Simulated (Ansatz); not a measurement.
Runs of Ansatz 0.2.0 on Au. Symmetry: Pm-3m, No. 221, cubic system. Conventional cell: a = 2.748 Å, b = 2.748 Å, c = 2.748 Å, α = 90.00°, β = 90.00°, γ = 90.00°. Around Au (site symmetry m-3m) lie 6 Au at 2.75 Å. The cell was built by a generator and needn't be a form met in nature.

```tsv
level	cutoff (eV)	gap on the mesh (eV)	pressure (GPa)
RPBE	420	none	(b)
revPBE	420	none	(a)
LDA	420	none	-10.0
r2SCAN	500	none	-3.3
PBEsol	420	none	-6.3
```

Alike in all rows: task band structure; potentials or basis Ansatz PAW; no spin polarisation; cell as given; k mesh 10 × 10 × 10; smearing fermi-dirac 0.05 eV.

Problem. Estimate the missing entries.

Solution. (a) 2.6; (b) 3.6.

Caveats: spin-orbit coupling is left out, which moves the levels of the heavy elements; the PAW data sets come from PBE, with cores solved anew for the run's functional, which leaves a small shift of forces and pressure.

A k mesh can miss the band edges, and the runs leave out spin-orbit coupling on Au.

A gap of «none» marks a metal or a gap under the smearing width.

Runs at the PBE level aren't shown here.
